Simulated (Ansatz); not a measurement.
## Zone-centre modes in InSb

These are results of Ansatz, DFT PBEsol, scalar-relativistic, plane waves, PAW, not measurements. The runs took a 420 eV cutoff, a Γ-centred 16×16×16 mesh and Gaussian smearing (0.15 eV). No spin polarisation.

Zero of the scan (relaxed at this level):

```
CELL_PARAMETERS angstrom
0.00000 3.25993 3.25993
3.25993 0.00000 3.25993
3.25993 3.25993 0.00000
ATOMIC_POSITIONS crystal
In 0.00000 0.00000 0.00000
Sb 0.75000 0.75000 0.75000
```

Harmonic modes by finite displacements of 0.02 Å, without the LO–TO term.

Problem. At this geometry, is the structure stable against these modes?

Solution. Yes: no mode is imaginary beyond 10 cm⁻¹, and only the three translations lie near zero.

Problem. List the wavenumbers in cm⁻¹.

Solution. 0, 0, 0, 174, 174, 174.

Cost: 1 run of about 3.1 core-minutes, on AMD EPYC 7R43 (Zen 3) (shared hosts).